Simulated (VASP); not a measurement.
Write the native input for VASP 6.6.1 that does the following.

- Task: relaxation of cell and atoms
- Functional: LDA
- Potentials or basis: VASP PAW LDA potentials, release 64 (Te, Pt)
- Cutoff: 600 eV
- k mesh: 9 × 9 × 1
- Occupations: gaussian, width 0.03 eV
- Spin: no spin polarisation
- Further INCAR settings: ALGO = Normal; EDIFF = 1e-06; IBRION = 2; EDIFFG = -0.01; NSW = 90; ISIF = 3

The structure of Te2Pt lies in POSCAR:

```
Te2Pt
1.0
    4.0100000000      0.0000000000      0.0000000000
   -2.0050000000      3.4727618700      0.0000000000
    0.0000000000      0.0000000000     20.6005000000
Te Pt
2 1
Direct
    0.6666666700      0.3333333300      0.4368826000
    0.3333333300      0.6666666700      0.5631174000
    0.0000000000      0.0000000000      0.5000000000
```

These files were run (other wordings do the same):

INCAR

```
SYSTEM = Te2Pt
PREC = Accurate
ENCUT = 600
EDIFF = 1E-6
ISMEAR = 0
SIGMA = 0.03
LREAL = .False.
LASPH = .True.
NELM = 80
ALGO = Normal
ISIF = 3
LWAVE = .False.
LCHARG = .False.
IBRION = 2
NSW = 90
EDIFFG = -0.01
LATTICE_CONSTRAINTS = .TRUE. .TRUE. .FALSE.
```

KPOINTS

```
Automatic mesh
0
Gamma
  9 9 1
  0 0 0
```

Potentials or basis: VASP PAW LDA potentials, release 64 (Te, Pt).

Run with:

```console
$ cat potpaw_LDA.64/Te/POTCAR potpaw_LDA.64/Pt/POTCAR > POTCAR
$ mpirun -np 1 vasp_std > vasp.out
```

It gave:

```
Relaxed volume                         : 92.22 Å³/atom
Relaxed cell                           : a = 3.938 Å, b = 3.938 Å, c = 20.601 Å, α = 90.00°, β = 90.00°, γ = 120.00°
Space group after relaxing (to 0.05 Å) : P-3m1 (No. 164)
Energy gained by relaxing              : 13.6 meV/atom
Ionic steps                            : 5
Largest force after relaxing           : 0.007 eV/Å
Band gap on the k mesh                 : 0.67 eV, indirect (least direct gap 1.09 eV)
```

Caveat: spin-orbit coupling is left out, which moves the levels of the heavy elements.

It took 2.9 min on 1 thread of Intel(R) Xeon(R) 6975P-C (Granite Rapids), on a shared host, peak memory 0.39 GiB.
